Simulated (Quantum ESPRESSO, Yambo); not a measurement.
An input for Quantum ESPRESSO 7.5 (HfS2 (1T monolayer)):

```
&control
  calculation = 'nscf'
  prefix = 'x'
  outdir = 'o'
  pseudo_dir = 'pseudo'
/
&system
  ibrav = 0
  nat = 3
  ntyp = 2
  ecutwfc = 50.0
  nbnd = 98
  force_symmorphic = .true.
/
&electrons
  conv_thr = 1e-9
  electron_maxstep = 80
  diago_full_acc = .true.
  diago_thr_init = 5e-6
/
ATOMIC_SPECIES
  Hf 178.49 Hf.upf
  S 32.06 S.upf
CELL_PARAMETERS angstrom
  3.6503442971 -0.0000000003 0.0000000000
  -1.8251721483 3.1612908940 0.0000000000
  0.0000000000 0.0000000000 16.0000000000
ATOMIC_POSITIONS crystal
  Hf 0.0000000000 0.0000000000 0.5000000000
  S 0.3333333333 0.6666666667 0.5903232058
  S 0.6666666667 0.3333333333 0.4096767942
K_POINTS automatic
  6 6 1 0 0 0
```

```sh
OMP_NUM_THREADS=1 mpirun -n 4 pw.x -nk 4 -in pw.in > pw.out
```

**Question.** How long will it take on 4 MPI ranks of Arm Neoverse V1, shared host, and how much memory?

It took 15 s; on shared hardware allow 7.6 s to 31 s. Peak host memory was 0.5 GiB.

[Paths, hosts, dates, memory and timing lines, banners, echoed tables and standing remarks are left out of the program output.]

[Logs are printed without paths, hosts, clocks, repeated set-up lines and the standing remarks that a program may print on its own settings, such as how far it seeks lower states.]

[Runs of the session that timed out or met a known fault of the program may be left out.]

[Hosts, paths, dates, database ids (printed as entryN), source tags and the programs' standing remarks are cut or masked in the printed files.]
